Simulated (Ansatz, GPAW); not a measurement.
# Geometry or basis: what sets the conductance of a Ag chain with CO on top of one atom, part 2 of 2

Wanted: T(E) of a Ag chain with CO on top of one atom at a relaxed geometry in two programs, beside the unrelaxed structure.

GPAW 26.7.0 and Ansatz 0.2.0; Ansatz plane waves; relaxation of the junction with the lead ends held; PAW set soft_1 (the session's first sound run).

So far, transmission at the Fermi level (one spin): step 3 (plane-wave reference (PBE)) 0.967; step 4 (GPAW, dzp, PBE, GPAW) 0.969; step 5 (GPAW, szp: basis = "szp(dzp)", PBE, GPAW) 0.981. Also open channels of the lead at the Fermi level (one spin): step 3 1; step 5 1.

## (6) GPAW, sz: basis = "sz(dzp)"

The minimal basis is the cheapest rung: no second zeta and no polarisation.

Input file run.py:

```python
import json
import numpy as np
from ase import Atoms
from ase.transport.calculators import TransportCalculator
from gpaw import GPAW, FermiDirac
from gpaw.lcao.tools import get_lcao_hamiltonian
from scipy.linalg import eigh

# The junction with lead layers at both ends, along the third cell vector
device = Atoms(
    ['Ag', 'Ag', 'Ag', 'Ag', 'Ag', 'Ag', 'Ag', 'Ag', 'C', 'O', 'Ag', 'Ag', 'Ag', 'Ag', 'Ag', 'Ag', 'Ag'],
    positions=[
        [4.50000, 4.50000, 1.33000],
        [4.50000, 4.50000, 3.99000],
        [4.50000, 4.50000, 6.65000],
        [4.50000, 4.50000, 9.31000],
        [4.50000, 4.50000, 11.97000],
        [4.67972, 4.41652, 14.74422],
        [4.27412, 4.60735, 17.46003],
        [5.38026, 4.14355, 19.94873],
        [7.57525, 4.02154, 19.99161],
        [8.45131, 4.75541, 20.01317],
        [4.27210, 4.60495, 22.44033],
        [4.67317, 4.41606, 25.15502],
        [4.50000, 4.50000, 27.93000],
        [4.50000, 4.50000, 30.59000],
        [4.50000, 4.50000, 33.25000],
        [4.50000, 4.50000, 35.91000],
        [4.50000, 4.50000, 38.57000]],
    cell=[[9.0, 0.0, 0.0], [0.0, 9.0, 0.0], [0.0, 0.0, 39.9]],
    pbc=True)

# One principal layer of the lead: the first 4 atoms of the device
lead = Atoms(
    ['Ag', 'Ag', 'Ag', 'Ag'],
    positions=[
        [4.50000, 4.50000, 1.33000],
        [4.50000, 4.50000, 3.99000],
        [4.50000, 4.50000, 6.65000],
        [4.50000, 4.50000, 9.31000]],
    cell=[[9.0, 0.0, 0.0], [0.0, 9.0, 0.0], [0.0, 0.0, 10.64]],
    pbc=True)

settings = dict(mode='lcao', basis='sz(dzp)', xc='PBE', h=0.18,
                occupations=FermiDirac(0.1), maxiter=250,
                mixer=dict(beta=0.1, nmaxold=8, weight=100.0),
                convergence=dict(density=0.0001))
energies = np.arange(-2, 2 + 1e-9, 0.025)
eta = 0.0001
n1, n2 = 1, 1
# k and -k transmit alike, so half of the mesh across the current serves
mesh = [(i, j) for i in range(n1) for j in range(n2) if (i, j) <= (-i % n1, -j % n2)]
weights = np.array([1 if (i, j) == (-i % n1, -j % n2) else 2 for i, j in mesh]) / (n1 * n2)

# [... helper functions left out ...]
fermi_lead = ground_state(lead, (1, 1, 11), 'lead.txt')
fermi_device = ground_state(device, (1, 1, 2), 'device.txt')
# [... loop over the mesh left out, but for ...]
        # Shift the lead onto the potential of the device's first layer
        shift = ((H[:, 0, 0] - H0[:, 0, 0]) / S0[0, 0]).real.mean()
# [...]
kT = 8.617333e-5 * 300
bias = [0.1, 0.2, 0.5, 1.0, 1.5, 2.0]
# [... integrals and printing left out ...]
```

Started as:

```console
$ OMP_NUM_THREADS=1 OPENBLAS_NUM_THREADS=1 python run.py
```

It took 3.1 min on 1 thread of Arm Neoverse V2, shared host; peak memory 2 GiB.

Numbers from this step:

* conductance: 0.9837 G₀
* largest coupling past the next principal layer: 3.59e-5 eV
* largest misfit of the first principal layer: 0.01022 eV
* shift that aligns the lead: -0.003859 eV
* basis functions of the junction: 188
* basis functions of a principal layer: 48
* transmission at the Fermi level (one spin): 0.9840

The conductance, 0.984 G₀, lies 1.6 % above that of the dzp run.

## (7) RPBE in the dzp basis: xc = "RPBE"

Back in the dzp basis, the functional changes from PBE to RPBE, to set the spread between functionals beside that between bases.

Changes to run.py since step 6:

```diff
@@ -43,3 +43,3 @@
 
-settings = dict(mode='lcao', basis='sz(dzp)', xc='PBE', h=0.18,
+settings = dict(mode='lcao', basis='dzp', xc='RPBE', h=0.18,
                 occupations=FermiDirac(0.1), maxiter=250,
```

It took 4.2 min on 1 thread; peak memory 2.2 GiB.

This step gave:

```
conductance                                    : 0.9690 G₀
largest coupling past the next principal layer : 3.60e-5 eV
largest misfit of the first principal layer    : 0.01070 eV
shift that aligns the lead                     : -0.003271 eV
basis functions of the junction                : 431
basis functions of a principal layer           : 108
transmission at the Fermi level (one spin)     : 0.9694
```

The conductance equals that of the dzp run to 0.2 %.

## (8) The structure as built: geometry = "as built"

The dzp basis with PBE on the structure as first built shows what the relaxation was worth.

Changes to run.py since step 7:

```diff
@@ -17,9 +17,9 @@
         [4.50000, 4.50000, 11.97000],
-        [4.67972, 4.41652, 14.74422],
-        [4.27412, 4.60735, 17.46003],
-        [5.38026, 4.14355, 19.94873],
-        [7.57525, 4.02154, 19.99161],
-        [8.45131, 4.75541, 20.01317],
-        [4.27210, 4.60495, 22.44033],
-        [4.67317, 4.41606, 25.15502],
+        [4.50000, 4.50000, 14.63000],
+        [4.50000, 4.50000, 17.29000],
+        [4.50000, 4.50000, 19.95000],
+        [6.31420, 4.50000, 19.95000],
+        [7.47420, 4.50000, 19.95000],
+        [4.50000, 4.50000, 22.61000],
+        [4.50000, 4.50000, 25.27000],
         [4.50000, 4.50000, 27.93000],
@@ -43,3 +43,3 @@
 
-settings = dict(mode='lcao', basis='dzp', xc='RPBE', h=0.18,
+settings = dict(mode='lcao', basis='dzp', xc='PBE', h=0.18,
                 occupations=FermiDirac(0.1), maxiter=250,
```

Elapsed: 2.5 min, on 1 thread; peak memory 2.2 GiB.

Numbers from this step:

| Item | Value |
| --- | --- |
| conductance | 0.06373 G₀ |
| largest coupling past the next principal layer | 3.56e-5 eV |
| largest misfit of the first principal layer | 0.07049 eV |
| shift that aligns the lead | -2.76e-4 eV |
| transmission at the Fermi level (one spin) | 0.06169 |

One spin. The transmission, zone mean by energy, zero at the Fermi level:

```csv
energy (eV),"transmission, zone mean"
-2.000,0.389
-1.900,0.227
-1.800,0.0984
-1.700,0.0284
-1.600,6.7e-8
-1.500,4.5e-8
-1.400,4.6e-8
-1.300,4.8e-8
-1.200,4.9e-8
-1.100,6.5e-8
-1.050,0.836
-1.000,0.492
-0.900,0.394
-0.800,0.366
-0.700,0.346
-0.600,0.320
-0.500,0.294
-0.400,0.269
-0.300,0.239
-0.200,0.193
-0.100,0.130
0.000,0.0617
0.100,0.0137
0.200,1.4e-4
0.300,0.0154
0.400,0.0468
0.500,0.0838
0.600,0.120
0.700,0.152
0.800,0.175
0.900,0.190
1.000,0.195
1.100,0.189
1.200,0.175
1.300,0.152
1.400,0.125
1.500,0.0944
1.600,0.0637
1.700,0.0360
1.800,0.0144
1.900,0.00200
2.000,0.00117
```

The conductance, 0.0637 G₀, lies a factor of 15 below that of the dzp run.

## (9) The ladder

Times are wall times on the hardware named with each run. The runs compared:

```csv
no.,run,conductance (G₀),time,memory (GiB)
1,pw PBE,0.9669,2 min,5.0
2,dzp,0.9680,4.3 min,2.2
3,szp,0.9804,3.4 min,2.1
4,sz,0.9837,3.1 min,2.0
5,dzp RPBE,0.9690,4.2 min,2.2
6,asbuilt,0.06373,2.5 min,2.2
```

## (10) The levels side by side

The curves are compared point by point over the common energies.

This step: comparison of transmission and cost over codes, levels and geometry; PAW set soft_1 (GPAW 26.7.0).

Ladder, by row:

```csv
step,code,T at the Fermi level (sum over the listed spins),conductance (G0),r.m.s. T(E) from the first,wall time (s),peak memory (GiB),threads
pw-pbe,Ansatz,0.9674,0.9669,0,118.5,4.968,4
dzp,GPAW,0.9685,0.968,0.04057,260.3,2.19,1
szp,GPAW,0.9808,0.9804,0.05794,201.1,2.09,1
sz,GPAW,0.984,0.9837,0.131,185,2.01,1
dzp-RPBE,GPAW,0.9694,0.969,0.06389,251,2.19,1
asbuilt,GPAW,0.06169,0.06373,0.7031,150.7,2.19,1
```

Transmission, zone mean, sum over the listed spins against energy, zero at the Fermi level:

```csv
energy (eV),pw-pbe,dzp,szp,sz,dzp-RPBE,asbuilt
-2.0000,0.0176,0.176,0.130,0.609,0.0504,0.389
-1.7500,0,4.8e-4,4.0e-4,0.0496,1.5e-4,0.0550
-1.5000,0,2.3e-8,8.5e-9,5.2e-4,2.3e-8,4.5e-8
-1.2500,0,2.4e-8,8.8e-9,1.0e-12,2.4e-8,4.9e-8
-1.0750,0.236,0.383,2.0e-7,2.2e-10,0.901,1.7e-4
-1.0000,0.830,0.829,0.975,0.969,0.912,0.492
-0.9250,0.931,0.952,0.984,0.944,0.962,0.407
-0.7500,0.873,0.885,0.967,0.978,0.892,0.357
-0.5000,0.853,0.862,0.913,0.919,0.868,0.294
-0.2500,0.923,0.927,0.952,0.957,0.930,0.218
0.0000,0.967,0.969,0.981,0.984,0.969,0.0617
0.2500,0.983,0.982,0.990,0.993,0.983,0.00498
0.5000,0.988,0.987,0.993,0.995,0.988,0.0838
0.7500,0.988,0.987,0.992,0.990,0.988,0.165
1.0000,0.986,0.985,0.990,0.956,0.986,0.195
1.2500,0.985,0.984,0.988,0.666,0.986,0.164
1.5000,0.991,0.991,0.996,0.898,0.994,0.0944
1.6750,0.999,0.998,0.990,0.967,0.997,0.0424
1.7000,1.000,0.998,0.991,0.971,0.995,0.0360
1.7500,0.999,0.994,0.993,0.976,0.981,0.0242
2.0000,0.661,0.608,0.997,0.992,0.550,0.00117
```

## (11) SCF mesh 1×1×1, smearing 0.01

The SCF mesh sets the Fermi level of the repeated cell. Smearing helps the SCF of a metal converge, but it blurs occupations at band edges near the Fermi level.

This step: GPAW LCAO, PAW setups; Landauer transmission from Green's functions with principal layers (ASE), zero bias (GPAW 26.7.0).

Changes to run.py since step 8:

```diff
@@ -17,9 +17,9 @@
         [4.50000, 4.50000, 11.97000],
-        [4.50000, 4.50000, 14.63000],
-        [4.50000, 4.50000, 17.29000],
-        [4.50000, 4.50000, 19.95000],
-        [6.31420, 4.50000, 19.95000],
-        [7.47420, 4.50000, 19.95000],
-        [4.50000, 4.50000, 22.61000],
-        [4.50000, 4.50000, 25.27000],
+        [4.67972, 4.41652, 14.74422],
+        [4.27412, 4.60735, 17.46003],
+        [5.38026, 4.14355, 19.94873],
+        [7.57525, 4.02154, 19.99161],
+        [8.45131, 4.75541, 20.01317],
+        [4.27210, 4.60495, 22.44033],
+        [4.67317, 4.41606, 25.15502],
         [4.50000, 4.50000, 27.93000],
@@ -44,3 +44,3 @@
 settings = dict(mode='lcao', basis='dzp', xc='PBE', h=0.18,
-                occupations=FermiDirac(0.1), maxiter=250,
+                occupations=FermiDirac(0.01), maxiter=250,
                 mixer=dict(beta=0.1, nmaxold=8, weight=100.0),
@@ -56,3 +56,3 @@
 fermi_lead = ground_state(lead, (1, 1, 11), 'lead.txt')
-fermi_device = ground_state(device, (1, 1, 2), 'device.txt')
+fermi_device = ground_state(device, (1, 1, 1), 'device.txt')
 # [... loop over the mesh left out, but for ...]
```

It took 2.2 min on 1 thread; peak memory 2.2 GiB.

The run finished with changed settings (scf_mesh = [1, 1, 1] and width = 0.01); it serves as a test.

The two runs compared:

```csv
quantity,this run,sound run,difference
conductance (G₀),0.99379,0.96803,0.0258
largest coupling past the next principal layer (eV),3.556e-5,3.556e-5,1.5e-9
largest misfit of the first principal layer (eV),0.036626,0.010445,0.0262
shift that aligns the lead (eV),-0.16134,-0.0035798,-0.158
transmission at the Fermi level (one spin),0.99420,0.96850,0.0257
```

The two runs differ clearly in the shift that aligns the lead: -0.161 eV against -0.00358 eV.

## (12) Summary of results

| Item | Value |
| --- | --- |
| conductance | 0.968 G₀ |
| transmission at the Fermi level, mean of the spins | 0.969 |
| thermopower | about 0 (under 1.5 μV/K) |

What this shows: In the dzp basis the junction conducts 0.968 G₀ at 300 K, with T = 0.969 a spin at the Fermi level; the sz basis reaches that conductance within 10 %. Relaxation moved atoms by up to 1.3 Å and took the conductance from 0.0637 to 0.968 G₀, as a ratio a larger change than the step from dzp to the minimal basis. Plane waves (PBE) give T = 0.967 there. At the Fermi level one eigenchannel carries the current (0.97). Measured against the first run (pw-pbe), the nearest curve is that of dzp (r.m.s. 0.041) and the farthest that of asbuilt (0.70). Over the compared runs wall time goes from 119 s (pw-pbe) to 260 s (dzp), on a shared host; the plane-wave run used 4 threads and the orbital runs 1. The leads kept an estimated spacing and the cell its length, so the junction may be under some tension or compression. The run had no spin polarisation, so a magnetic state, which chains and small molecules with open shells often have, wasn't tested. An evenly spaced straight chain is an idealisation: free chains tend to dimerise, zigzag or, where a band edge lies near the Fermi level, turn magnetic. The currents use the zero-bias T(E) throughout, which holds only while the bias is small against the distance to the nearest feature.

[Logs are printed without paths, hosts, clocks, repeated set-up lines and the standing remarks that a program may print on its own settings, such as how far it seeks lower states.]

[Hosts, paths, dates, database ids (printed as entryN), source tags and the programs' standing remarks are cut or masked in the printed files.]
